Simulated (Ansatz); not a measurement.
**MgO: the cell at several levels of theory**

Cell and atoms of MgO in the CsCl structure are relaxed in turn with PBE, r2SCAN, PBEsol, LDA and HSE06. This is a trial cell built on a prototype, not taken from a measured structure, and it needn't be the compound's ground state.

Code: Ansatz 0.2.0. PAW datasets, plane waves, zero pressure. Computed, not measured; no magnetism was allowed, and the structure may never have been made.

## Step 1: The system as given

This is the cell as the run starts from it, not yet at rest; its lengths are not the crystal's.

Space group Pm-3m (No. 221), cubic; conventional cell a = 2.451 Å, 7.36 Å³ an atom. Around Mg lie 8 O at 2.12 Å; around O lie 8 Mg at 2.12 Å.

Coordinates:

```cif
data_structure
_symmetry_space_group_name_H-M 'P 1'
_symmetry_Int_Tables_number 1
_cell_length_a 2.4508
_cell_length_b 2.4508
_cell_length_c 2.4508
_cell_angle_alpha 90.000
_cell_angle_beta 90.000
_cell_angle_gamma 90.000
_cell_volume 14.72
loop_
_atom_site_label
_atom_site_type_symbol
_atom_site_fract_x
_atom_site_fract_y
_atom_site_fract_z
_atom_site_occupancy
Mg1 Mg 0.00000 0.00000 0.00000 1
O1 O 0.50000 0.50000 0.50000 1
```

## Step 2: PBE: cell and atoms

input.yaml

```yaml
crystal:
  lattice:
    - [2.450827644, 0.0, 0.0]
    - [0.0, 2.450827644, 0.0]
    - [0.0, 0.0, 2.450827644]
  atoms:
    - { symbol: Mg, position: [0.0, 0.0, 0.0] }
    - { symbol: O, position: [0.5, 0.5, 0.5] }
kpoints:
  mp_grid: { grid: [10, 10, 10] }
hamiltonian:
  xc: pbe
scf:
  occupations: { method: fermi_dirac, width: 0.02 }
relax:
  f_tol: 0.005
  cell: {}
output:
  write_density: true
  write_potential: true
  elf: true
  volumetric_format: npy
```

The run is started by

```bash
$ ansatz run input.yaml --threads 4 --pin off --max-ram 7372MiB --backend cpu --events-out ev --progress --plain --runs-dir out
```

After this run come: Relaxing with r2SCAN; PBEsol: cell and atoms; Relaxation with LDA; Relaxation with HSE06.

What does the calculation give? Wanted: for each run, a; volume; space group; SCF geometries.

As calculated:

| level | a (Å) | volume (Å³/atom) | space group | SCF geometries |
| --- | --- | --- | --- | --- |
| PBE | 2.660 | 9.409 | Pm-3m | 11 |
| r2SCAN | 2.623 | 9.027 | Pm-3m | 5 |
| PBEsol | 2.633 | 9.132 | Pm-3m | 7 |
| LDA | 2.598 | 8.770 | Pm-3m | 7 |
| HSE06 | 2.619 | 8.986 | Pm-3m | 4 |

What this shows: From the start to the first minimum the volume moved by +27.8 %. The volume runs from LDA (least) to PBE (most), a spread of 7.3 %, or 2.4 % in length if all axes shared it alike. The meshes differ: PBE 10×10×10, r2SCAN 8×8×8, PBEsol 8×8×8, LDA 8×8×8, HSE06 6×6×6.
